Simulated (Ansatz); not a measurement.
# The stack of blue phosphorene under 2H-MoSSe, shifted by two thirds of the diagonal under a gate, part 3 of 4

Aim: charge, voltage and capacitance of the stack of blue phosphorene under 2H-MoSSe, shifted by two thirds of the diagonal in a field-effect set-up.

Ansatz 0.2.0; plane-wave DFT, PBE-D3(BJ), Ansatz PAW (the session's first sound run).

So far. Step 7 (Gated layer, added electrons -8×10¹³ per cm²): Against the uncharged case this takes -5.64 V.

## Step 8: Gated layer, added electrons 15×10¹³ per cm²

The input, input.yaml:

```yaml
crystal:
  lattice:
    - [3.2324322589, 0.0, 0.0]
    - [-1.6162161295, 2.7993684523, 0.0]
    - [0.0, 0.0, 45.4681191922]
  atoms:
    - { symbol: P, position: [0.6666666667, 0.3333333333, 0.4156758699] }
    - { symbol: P, position: [0.3333333333, 0.6666666667, 0.4431216028] }
    - { symbol: Se, position: [0.0, 0.0, 0.5132508501] }
    - { symbol: Mo, position: [0.6666666667, 0.3333333333, 0.5506881662] }
    - { symbol: S, position: [0.0, 0.0, 0.5843241301] }
  periodic: [true, true, false]
  symmetry: { detect: true }
total_charge: -0.135732
kpoints:
  mp_grid: { grid: [66, 66, 1] }
  band_path:
    path: [[0, 0, 0], [0.5, 0, 0], [0.33333333, 0.33333333, 0], [0, 0, 0]]
    npoints: 16
hamiltonian:
  xc: pbe
  dispersion: d3bj
scf:
  occupations: { method: fermi_dirac, width: 0.05 }
  convergence: { dr2_threshold: 1.0e-10 }
output:
  forces: true
  eigenvalues: true
  dos: { projected: true, e_range: [-3, 3], de: 0.01 }
  write_potential: true
  write_density: true
  volumetric_format: npy
  elf: true
external_charges:
  - { charge: 0, barrier: 10, axis: 3, height: 29.568, sigma: 0.25 }
  - { charge: 0.135732, axis: 3, height: 31.068, sigma: 0.5 }
```

Run with:

```bash
> ansatz run input.yaml --threads 8 --pin off --max-ram 12288MiB --backend cpu --events-out ev --progress --plain --runs-dir out
```

Numbers of over 12 decimals in the logs are rounded to 6 here.

Log:

```text
[...]
Crystal: 5 atoms, lattice volume = 411.431 Å³
Basis set: ecut = 420 eV, 8203 PW (Γ), exchange–correlation on 48×48×640 points (8 copies of the dense FFT grid, shifted against one another)
Bands: 29, of which v1, the nominal top of the filled ones, is band 23 counted from 1 (22 counted from 0)
Symmetry: 6 space group operations
[...]
k-points: 397 of 4356 (time reversal used)
[...]
--- Band table (eV; the first three rows and the last of 397) ---
  k-point 0: bands = [... 19 lower, -1.9778, -1.4764, -1.4764, -1.1383, 1.4189, 1.4189, 1.8761, 1.8761, ... 2 higher]
  k-point 1: bands = [... 19 lower, -1.9734, -1.5139, -1.4861, -1.1384, 1.4105, 1.4228, 1.8598, 1.8733, ... 2 higher]
  k-point 2: bands = [... 19 lower, -1.9609, -1.6220, -1.5148, -1.1393, 1.3862, 1.4340, 1.8130, 1.8654, ... 2 higher]
  k-point 396: bands = [... 19 lower, -3.6112, -3.3884, -3.2889, -1.3092, 0.3090, 0.4813, 1.4041, 2.0430, ... 2 higher]
[key lines of the parts left out:]
SCF converged after 15 iterations
Free energy (F): -12842.449002 eV
Fermi energy:    0.365219 eV
```

It took 2.3 min on 8 threads of Arm Neoverse V1, shared host; peak memory 3.5 GiB; 18 min of CPU time.

Running mean over a fixed 2.7 Å (it still follows the layers) of the planar mean; beyond a gate it holds the 10 eV model barrier. Table of electron's electrostatic potential energy less the Fermi level by z:

```
z (Å)  electron's electrostatic potential energy less the Fermi level (eV)
    4                                                                 4.28
    6                                                                 4.28
    8                                                                 4.28
   10                                                                 4.28
   12                                                                 4.28
   14                                                                 4.28
   16                                                                 4.20
   18                                                                -2.96
   20                                                                -9.27
   22                                                               -0.900
   24                                                                -10.1
   26                                                                -10.9
   28                                                               -0.341
   30                                                                 4.61
   32                                                                 5.19
   34                                                                 4.99
   36                                                                 4.99
   38                                                                 4.99
   40                                                                 4.99
```

Against the uncharged case this takes +10.38 V.

## Step 9: Gated layer, added electrons -15×10¹³ per cm²

input.yaml: that of step 8 with these lines changed.

```diff
@@ -13,3 +13,3 @@
   symmetry: { detect: true }
-total_charge: -0.135732
+total_charge: 0.135732
 kpoints:
@@ -35,2 +35,2 @@
   - { charge: 0, barrier: 10, axis: 3, height: 29.568, sigma: 0.25 }
-  - { charge: 0.135732, axis: 3, height: 31.068, sigma: 0.5 }
+  - { charge: -0.135732, axis: 3, height: 31.068, sigma: 0.5 }
```

Log:

```text
[...]
Crystal: 5 atoms, lattice volume = 411.431 Å³
Basis set: ecut = 420 eV, 8203 PW (Γ), exchange–correlation on 48×48×640 points (8 copies of the dense FFT grid, shifted against one another)
Bands: 28, of which v1, the nominal top of the filled ones, is band 23 counted from 1 (22 counted from 0)
Symmetry: 6 space group operations
[...]
k-points: 397 of 4356 (time reversal used)
[...]
k-point 0: bands = [... 19 lower, -11.3668, -11.3668, -11.1417, -10.1988, -7.5477, -7.5477, -7.3602, -7.3602, ... 1 higher]
  k-point 1: bands = [... 19 lower, -11.4046, -11.3765, -11.1310, -10.2007, -7.5556, -7.5418, -7.3672, -7.3529, ... 1 higher]
  k-point 2: bands = [... 19 lower, -11.5129, -11.4051, -11.1032, -10.2066, -7.5791, -7.5245, -7.3930, -7.3370, ... 1 higher]
  k-point 396: bands = [... 19 lower, -13.1928, -13.0972, -12.4724, -10.4352, -9.3257, -8.8605, -7.5826, -7.0240, ... 1 higher]
[key lines of the parts left out:]
SCF converged after 15 iterations
Free energy (F): -12841.036200 eV
Fermi energy:    -10.390236 eV
```

Wall time 2.5 min (8 threads); peak memory 3.5 GiB; 20 min of CPU time.

The density of states has structure finer than the step of the table below, so its rows give means over 0.2 eV, whole bins alone (the curve runs from -3 to 1.99 eV). Peaks (eV: height): -2.95: 6.87, -2.40: 7.19, -2.28: 5.29, -1.69: 10.5, -1.54: 9.22, -0.59: 9.05, 1.75: 8.05.

Density of states against energy, zero at the Fermi level; means over each step:

```csv
energy (eV),density of states (states/eV a cell)
-2.8,3.04
-2.6,2.99
-2.4,4.12
-2.2,2.76
-2.0,2.64
-1.8,4.72
-1.6,6.76
-1.4,4.00
-1.2,2.05
-1.0,1.77
-0.8,2.49
-0.6,5.51
-0.4,3.09
-0.2,1.68
0.0,0.724
0.2,0.320
0.4,0
0.6,0
0.8,0
1.0,0.747
1.2,1.20
1.4,1.23
1.6,2.27
1.8,3.86
```

Against the uncharged case this takes -10.25 V.

## Step 10: The series together

This step: plane-wave DFT, PBE-D3(BJ), Ansatz PAW; charging by gates (Ansatz 0.2.0).

The potential behind each gate is read from every run and counted from the uncharged case.

Voltage on the gate against the layer's Fermi level, from the uncharged case. Gate voltage against added electrons:

```
added electrons (10¹³ per cm²)  gate voltage (V)
                         -15.0             -10.2
                          -8.0             -5.64
                          -3.0             -2.37
                           0.0                 0
                           3.0              2.70
                           8.0              6.09
                          15.0              10.4
```

Charge step over voltage step between neighbouring densities. The total capacitance by added electrons:

| added electrons (10¹³ per cm²) | total capacitance (µF/cm²) |
| --- | --- |
| -11.50 | 2.43 |
| -5.50 | 2.45 |
| -1.50 | 2.03 |
| 1.50 | 1.78 |
| 5.50 | 2.36 |
| 11.50 | 2.62 |

Work function of the face away from the gate. Work function of the far face against added electrons:

| added electrons (1e13 /cm²) | work function of the far face (eV) |
| --- | --- |
| -15.0 | 5.16 |
| -8.0 | 5.13 |
| -3.0 | 5.12 |
| 0.0 | 4.70 |
| 3.0 | 4.27 |
| 8.0 | 4.27 |
| 15.0 | 4.28 |

By hand: 10¹³ electrons per cm² are 0.001 e/Å², which by Gauss's law end a field of 0.181 V/Å. At 15×10¹³ holes per cm² the field towards a gate is 2.714 V/Å, which over the 4.5 Å from the outer atoms would drop 12.21 V; the run needs 10.25 V.

## Step 11: Relaxing the charged layer, added electrons -15×10¹³ per cm²

This step: plane-wave DFT, PBE-D3(BJ), Ansatz PAW (Ansatz 0.2.0).

The charged layer is pulled towards the gate and its bonds change, so the atoms are relaxed with one height held.

input.yaml, the sections that differ from step 9:

```yaml
kpoints:
  mp_grid: { grid: [18, 18, 1] }
scf:
  occupations: { method: fermi_dirac, width: 0.05 }
  convergence: { dr2_threshold: 1.0e-09 }
relax:
  f_tol: 0.003
  max_steps: 50
  constraints: [{ site: 2, fix: z }]
output:
  write_potential: true
  write_density: true
  volumetric_format: npy
# crystal, total_charge, hamiltonian, external_charges: as in step 9
```

Log:

```text
[...]
Crystal: 5 atoms, lattice volume = 411.431 Å³
Basis set: ecut = 420 eV, 8203 PW (Γ), exchange–correlation on 48×48×640 points (8 copies of the dense FFT grid, shifted against one another)
Bands: 28, of which v1, the nominal top of the filled ones, is band 23 counted from 1 (22 counted from 0)
Symmetry: 6 space group operations
[...]
k-points: 37 of 324 (time reversal used)
[...]
SCF iter   1: F=—  HF=-12842.405100 eV  |F-HF|=—  |Δ(HF+E_count)|=         —  Δρ=3.22e-2  dr2=6.34e0  ethr=3.10e-3  ⟨swp⟩=16.4  Hψ=9312  notcnv=0
[...]
SCF iter  13: F=-12841.036193 eV  HF=-12841.036193 eV  |F-HF|=9.39e-9  |Δ(HF+E_count)|=   6.42e-9  Δρ=3.37e-7  dr2=2.94e-10  ethr=2.18e-12  ⟨swp⟩=14.8  Hψ=9807  notcnv=0
SCF 1 converged in 13 iterations: F = -12841.036193 eV  dr2 = 2.94e-10
[...]
relax step   1: F+E_penalty+E_count = -12841.03619305 eV  Δ(F+E_penalty+E_count) = +0.000e0 eV  max|allowed force component| = 2.128e-1 eV/Å  Δτ_max = 0.0000 Å  (13 SCF iters, accepted)
[...]
SCF iter  10: F=-12841.036986 eV  HF=-12841.036986 eV  |F-HF|=4.03e-9  |Δ(HF+E_count)|=   1.86e-8  Δρ=1.82e-7  dr2=1.53e-10  ethr=2.18e-12  ⟨swp⟩=14.1  Hψ=9429  notcnv=0
SCF 2 converged in 10 iterations: F = -12841.036986 eV  dr2 = 1.53e-10
relax step   2: F+E_penalty+E_count = -12841.03698649 eV  Δ(F+E_penalty+E_count) = -7.934e-4 eV  max|allowed force component| = 7.955e-2 eV/Å  Δτ_max = 0.0586 Å  (10 SCF iters, accepted)
SCF iter   1: F=—  HF=-12841.037597 eV  |F-HF|=—  |Δ(HF+E_count)|=         —  Δρ=7.01e-4  dr2=1.78e-3  ethr=3.89e-5  ⟨swp⟩=4.6  Hψ=3304  notcnv=0  defer=26
[...]
SCF iter   9: F=-12841.037436 eV  HF=-12841.037436 eV  |F-HF|=7.23e-9  |Δ(HF+E_count)|=   1.64e-8  Δρ=3.35e-7  dr2=6.04e-10  ethr=2.18e-12  ⟨swp⟩=12.0  Hψ=10637  notcnv=0
SCF 3 converged in 9 iterations: F = -12841.037436 eV  dr2 = 6.04e-10
relax step   3: F+E_penalty+E_count = -12841.03743627 eV  Δ(F+E_penalty+E_count) = -4.498e-4 eV  max|allowed force component| = 9.131e-3 eV/Å  Δτ_max = 0.0242 Å  (9 SCF iters, accepted)
SCF iter   1: F=—  HF=-12841.037478 eV  |F-HF|=—  |Δ(HF+E_count)|=         —  Δρ=3.34e-5  dr2=4.07e-6  ethr=9.04e-8  ⟨swp⟩=4.1  Hψ=2710  notcnv=0  defer=26
[...]
SCF iter   7: F=-12841.037440 eV  HF=-12841.037440 eV  |F-HF|=4.24e-9  |Δ(HF+E_count)|=   2.44e-9  Δρ=3.21e-7  dr2=5.17e-10  ethr=2.18e-12  ⟨swp⟩=15.5  Hψ=10761  notcnv=0
SCF 4 converged in 7 iterations: F = -12841.037440 eV  dr2 = 5.17e-10
relax step   4: F+E_penalty+E_count = -12841.03743961 eV  Δ(F+E_penalty+E_count) = -3.346e-6 eV  max|allowed force component| = 6.814e-4 eV/Å  Δτ_max = 0.0010 Å  (7 SCF iters, accepted)
[...]
the search or the solves at the SCF's close seem to have found levels that the self-consistency loop had missed (the run counts 1). By its estimate they hold under 1e-12 electrons; where the run keeps them, the occupations were computed again with them
SCF converged after 7 iterations
Free energy (F): -12841.037440 eV
[...]
Internal energy: -12841.031108 eV  (E = F + TS)
E sigma→0 (E₀):  -12841.034274 eV
Entropy (-TS):   -0.006332 eV (-1.266 meV/atom)
Fermi energy:    -10.370362 eV
[...]
--- Forces (eV/Å), atoms and charges each counted from 1 ---
  atom   1  P      0.00000000     0.00000000    -0.00004278
  atom   2  P     -0.00000000    -0.00000000     0.00020387
  atom   3  Se     0.00000000    -0.00000000     0.17761219
  atom   4  Mo     0.00000000    -0.00000000     0.00019963
  atom   5  S      0.00000000    -0.00000000    -0.00068139
  external charge   1     0.00000000     0.00000000     0.00692394
  external charge   2     0.00000000     0.00000000    -0.18420960
  max |Σ_I F_I| component, the external charges' with the atoms': 5.86e-6 eV/Å
--- Band table (eV; the first three rows and the last of 37) ---
  k-point 0: bands = [... 19 lower, -11.3603, -11.3603, -11.1040, -10.1752, -7.5398, -7.5398, -7.3513, -7.3513, ... 1 higher]
  k-point 1: bands = [... 19 lower, -11.6709, -11.4846, -11.0058, -10.2029, -7.6530, -7.4667, -7.4641, -7.3831, ... 1 higher]
  k-point 2: bands = [... 19 lower, -11.8370, -11.7904, -10.8992, -10.3058, -7.9367, -7.8194, -7.6129, -7.5074, ... 1 higher]
  k-point 36: bands = [... 19 lower, -13.1826, -13.0837, -12.4698, -10.4291, -9.3143, -8.8519, -7.5827, -7.0258, ... 1 higher]
--- Relaxed structure (4 steps of the walk, 4 accepted, 0 SCFs on fresh bases) ---
  F+E_penalty+E_count = -12841.03743961 eV   max|allowed force component| = 6.814e-4 eV/Å
  cell:  # Å, volume = 411.4305 Å³
    - [3.232432, 2.8867551698076076e-11, 0.0]
    - [-1.616216, 2.799368, 0.0]
    - [0.0, 0.0, 45.4681191922]
  atoms:
    - { symbol: P, position: [0.666667, 0.333333, 0.416420] }
    - { symbol: P, position: [0.333333, 0.666667, 0.443852] }
[...]
- { symbol: Mo, position: [0.666667, 0.333333, 0.550941] }
    - { symbol: S, position: [-2.3983325519788468e-17, -1.495225749121671e-17, 0.584445] }
```

The job ended after 30 s (8 threads; peak memory 1.1 GiB).

Step by step:

```
step  energy less that of the first step (eV)  largest force component (eV/Å)
   1                                   0.0000                          0.2128
   2                                  -0.0008                          0.0795
   3                                  -0.0012                          0.0091
   4                                  -0.0012                          0.0007
```

Forces are held to the 6 operations that the run works with; a distortion that breaks them can't arise in this run.

The atoms that moved most (Å):

```csv
atom,dx,dy,dz,length
P1,0.000,0.000,0.034,0.034
P2,0.000,0.000,0.033,0.033
Mo4,0.000,0.000,0.011,0.011
S5,0.000,0.000,0.006,0.006
```

Final coordinates:

```
P Se Mo S
1.0
     3.23243    0.00000    0.00000
    -1.61622    2.79937    0.00000
     0.00000    0.00000   45.46812
P Se Mo S
2 1 1 1
Direct
  0.66667 0.33333 0.41642
  0.33333 0.66667 0.44385
  0.00000 0.00000 0.51325
  0.66667 0.33333 0.55094
  0.00000 0.00000 0.58445
```

Numbers from this step:

```
energy at zero smearing                                                             : -12841.0343 eV
potential beyond the upper barrier and gate, less the barrier, from the Fermi level : 15.59 eV
```

The relaxation took 4 steps and lowered the energy by 0.0012 eV; the largest force on the free atoms ends at 6.8e-4 eV/Å.

(Part 3 of 4 ends here.)

[Logs are printed without paths, hosts, clocks, repeated set-up lines and the standing remarks that a program may print on its own settings, such as how far it seeks lower states.]

[Hosts, paths, dates, database ids (printed as entryN), source tags and the programs' standing remarks are cut or masked in the printed files.]

[Maps of the electrostatic potential energy from Ansatz leave out the sawtooth potential of an applied field or a dipole correction, so their vacuum need not be flat; planar profiles and work functions include it.]
